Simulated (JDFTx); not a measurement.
TePb under changes of volume

One of the cells (33.730 Å³/atom); the others are scaled copies at fixed shape and fractional positions:

```
Pb Te
1.0
     0.00000    3.23100    3.23100
     3.23100    0.00000    3.23100
     3.23100    3.23100    0.00000
Pb Te
1 1
Direct
  0.00000 0.00000 0.00000
  0.50000 0.50000 0.50000
```

- Program: JDFTx 1.7.0 (patched build)
- Functional: PBEsol
- Potentials or basis: PseudoDojo-SR-PBEsol-0.4.1-standard with smoothed tails
- Cutoff: 1088 eV
- Density cutoff: 8708 eV
- k mesh: 7 × 7 × 7
- Occupations: fermi-dirac, width 0.05 eV
- Spin: no spin polarisation

```csv
volume (Å³/atom),energy over the lowest point (meV/atom),pressure (GPa)
31.706,13.65,2.7
32.380,4.71,1.5
33.055,0.32,0.5
33.730,0.00,-0.4
34.404,3.32,-1.2
35.079,9.90,-1.9
35.753,?,?
```

Question: What does the run at 35.753 Å³/atom give?

Answer: Energy over the lowest point 19.39 meV/atom; pressure -2.6 GPa.

Worked out: A Birch-Murnaghan fit of order 3 (a polynomial in V^(-2/3)) to the other rows has its minimum at 33.45 Å³/atom with B0 = V·E''(V) = 45 GPa and B' = 4.6. It gives 19.38 meV/atom at 35.753 Å³/atom, against the run's 19.39, and -dE/dV = -2.6 GPa, against -2.6.

Energies are extrapolated to zero smearing.
